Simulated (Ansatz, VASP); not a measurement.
**Two plane-wave programs on Pd**

```
CELL_PARAMETERS angstrom
0.00000 1.92276 1.92276
1.92276 0.00000 1.92276
1.92276 1.92276 0.00000
ATOMIC_POSITIONS crystal
Pd 0.00000 0.00000 0.00000
```

Alike in both runs: task relaxation of cell and atoms; functional LDA; k mesh 18 × 18 × 18; occupations gaussian, width 0.1 eV; no spin polarisation.

```csv
,VASP,Ansatz
version,VASP 6.6.1,Ansatz 0.2.0
potentials or method,"VASP PAW LDA potentials, release 64 (Pd)","scalar-relativistic, plane waves, PAW"
plane-wave cutoff (eV),600,420
valence electrons in the cell,10,18
```

```tsv
	VASP	Ansatz	Ansatz less VASP
gap on the k mesh at the Fermi level, each at its own relaxed structure (eV)	none	none	-
relaxed volume (Å³/atom)	14.16	14.15	-0.014
relaxed cell length with the largest relative difference (Å)	2.716	2.715	-0.0009
```

A gap of «none» marks a metal or a gap that the smearing closes. The two sets of potentials don't hold the same shells in valence.
